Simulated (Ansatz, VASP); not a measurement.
# RbBr in VASP and in Ansatz

```
CELL_PARAMETERS angstrom
0.00000 3.49017 3.49017
3.49017 0.00000 3.49017
3.49017 3.49017 0.00000
ATOMIC_POSITIONS crystal
Rb 0.00000 0.00000 0.00000
Br 0.50000 0.50000 0.50000
```

Change from the starting cell: volume scaled by 1.03.

Alike in both runs: task single point; functional LDA; k mesh 6 × 6 × 6; occupations fermi-dirac, width 0.03 eV; no spin polarisation.

|  | VASP | Ansatz |
| --- | --- | --- |
| version | VASP 6.6.1 | Ansatz 0.2.0 |
| potentials or method | VASP PAW LDA potentials, release 64 (Rb_sv, Br), cutoff 520 eV | all-electron LAPW, scalar-relativistic |

|  | VASP | Ansatz | Ansatz less VASP |
| --- | --- | --- | --- |
| gap on the k mesh at the Fermi level (eV) | 3.83 | 3.82 | -0.010 |
| pressure (GPa) | -1.7 | -1.8 | -0.03 |

Ansatz ran all-electron here, so the differences hold the error of VASP's frozen core and of both bases.
